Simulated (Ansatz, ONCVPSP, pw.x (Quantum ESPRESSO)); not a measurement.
# Equation-of-state test of one ONCV potential (molybdenum (Mo))

```
Element                 : Mo
Generator               : ONCVPSP 4.0.1.1 (patched build)
Type                    : optimised norm-conserving Vanderbilt (ONCV)
Functional              : LDA (Perdew-Wang 92)
Relativity              : scalar-relativistic
Frozen core             : [Ar] 3d10
Valence charge          : 14
Reference configuration : 4s2 4p6 4d5 5s1
Partial waves           : 4s+5s: rc 1.80 bohr, ncon 3, nbas 7, qcut 7.7 1/bohr, 2 projectors; 4p: rc 1.75 bohr, ncon 5, nbas 8, qcut 7.7 1/bohr, 1 projector; 4d: rc 2.40 bohr, ncon 5, nbas 9, qcut 6.6 1/bohr, 2 projectors, debl 2.6 Ha
Local potential         : polynomial inside 1.60 bohr (lpopt 5, dvloc0 1 Ha)
Core correction         : none
```

Atomic tests: cutoffs needed: 21 Ha and 27 Ha (the cutoffs (Ha) at which the residual kinetic energy of the hardest occupied pseudo-wave falls to 1 and 0.1 mHa per electron); ghost test: no bound ghost flagged; no localised positive-energy state flagged; largest excitation error: +30 meV (all-electron minus pseudo) for 4s2 4p6 4d3 5s0, out of 4 test configurations.

Crystal test: fcc Mo in pw.x 7.5, no spin, 14³ k-points, Fermi–Dirac smearing 0.01 Ry, cutoffs 65/260 Ry. The reference is all-electron LAPW (Ansatz 0.2.0) with the same functional, mesh and smearing; V0 and B0 come from Birch–Murnaghan fits to the pressures at five volumes. Errors are pseudo minus all-electron; Δ is the rms difference of the E(V) curves that follow from these fits, minima aligned, over ±6 % about the mean V0. Mesh and smearing are coarse, so the numbers serve the comparison and aren't converged zero-temperature values; the lattice is a test structure that the element need not adopt.

All-electron: a0 = 3.938 Å (V0 = 15.27 Å³/atom), B0 = 265.2 GPa.

How far does the potential miss the all-electron equation of state?

mean pressure error (GPa): -4.21; a0 (Å): 3.918; a0 error (%): -0.51; B0 error (%): +6.7; Δ (meV/atom): 13.8. This is a poor potential for the solid.

```csv
V (Å³/atom),P all-electron (GPa),P pseudo (GPa)
14.493,15.36,11.21
14.875,7.32,3.14
15.256,0.23,-3.98
15.637,-6.02,-10.27
16.019,-11.54,-15.80
```

At the middle volume, how do free energy and pressure move when the wave cutoff is lowered (ecutrho kept at four times it)?

```csv
cutoff (Ry),shift of F (meV/atom),shift of P (GPa)
29,+1250.9,-35.80
39,+299.5,-12.64
52,+19.8,-2.00
```

Input at the middle volume:

```
&control
  calculation='scf', prefix='x', pseudo_dir='./', outdir='./tmp', tstress=.true., disk_io='none'
/
&system
  ibrav=0, nat=1, ntyp=1, ecutwfc=65, ecutrho=260, nbnd=15,
  occupations='smearing', smearing='fd', degauss=0.01
/
&electrons
  conv_thr=1e-09, mixing_beta=0.4, electron_maxstep=70
/
ATOMIC_SPECIES
Mo 1.0 Mo.UPF
CELL_PARAMETERS angstrom
  0.00000000 1.96850669 1.96850669
  1.96850669 0.00000000 1.96850669
  1.96850669 1.96850669 0.00000000
ATOMIC_POSITIONS crystal
Mo 0.0000 0.0000 0.0000
K_POINTS automatic
14 14 14 0 0 0
```

```bash
pw.x < Mo.scf.in > Mo.scf.out
```

Lines of the output:

```
Message from routine setup:
     using ibrav=0 with symmetry is DISCOURAGED, use correct ibrav instead
     lattice parameter (alat)  =       5.2608  a.u.
     unit-cell volume          =     102.9526 (a.u.)^3
     number of electrons       =        14.00
     number of Kohn-Sham states=           15
     kinetic-energy cutoff     =      65.0000  Ry
     charge density cutoff     =     260.0000  Ry
     scf convergence threshold =      1.0E-09
     Exchange-correlation= SLA  PW   NOGX NOGC
     number of k points=   104  Fermi-Dirac smearing, width (Ry)=  0.0100
     iteration #  1     ecut=    65.00 Ry     beta= 0.40
     total energy              =    -136.79449576 Ry
     estimated scf accuracy    <       0.11014983 Ry
     iteration #  2     ecut=    65.00 Ry     beta= 0.40
     total energy              =    -136.79918368 Ry
     estimated scf accuracy    <       0.01182968 Ry
     iteration #  3     ecut=    65.00 Ry     beta= 0.40
     total energy              =    -136.80038364 Ry
     estimated scf accuracy    <       0.00092988 Ry
     iteration #  4     ecut=    65.00 Ry     beta= 0.40
     total energy              =    -136.80046660 Ry
     estimated scf accuracy    <       0.00004403 Ry
     iteration #  5     ecut=    65.00 Ry     beta= 0.40
     total energy              =    -136.80046991 Ry
     estimated scf accuracy    <       0.00000291 Ry
     iteration #  6     ecut=    65.00 Ry     beta= 0.40
     total energy              =    -136.80047084 Ry
     estimated scf accuracy    <       0.00000076 Ry
     iteration #  7     ecut=    65.00 Ry     beta= 0.40
     total energy              =    -136.80047079 Ry
     estimated scf accuracy    <       0.00000013 Ry
     iteration #  8     ecut=    65.00 Ry     beta= 0.40
     the Fermi energy is    21.1402 ev
!    total energy              =    -136.80047082 Ry
     estimated scf accuracy    <          1.7E-10 Ry
     smearing contrib. (-TS)   =      -0.00561718 Ry
     The total energy is F=E-TS. E is the sum of the following terms:
     one-electron contribution =     -17.98374604 Ry
     hartree contribution      =      17.54316715 Ry
     xc contribution           =     -15.56827760 Ry
     ewald contribution        =    -120.78599714 Ry
     convergence has been achieved in   8 iterations
          total   stress  (Ry/bohr**3)                   (kbar)     P=      -39.78
     Message from routine punch:
     Nothing written, as per user request (disk_io='none')
```

The run at the middle volume (104 k-points, 8 iterations) took about 33 s on one core of a shared host (Neoverse-N1, 64 threads, 126 GiB, load 43).
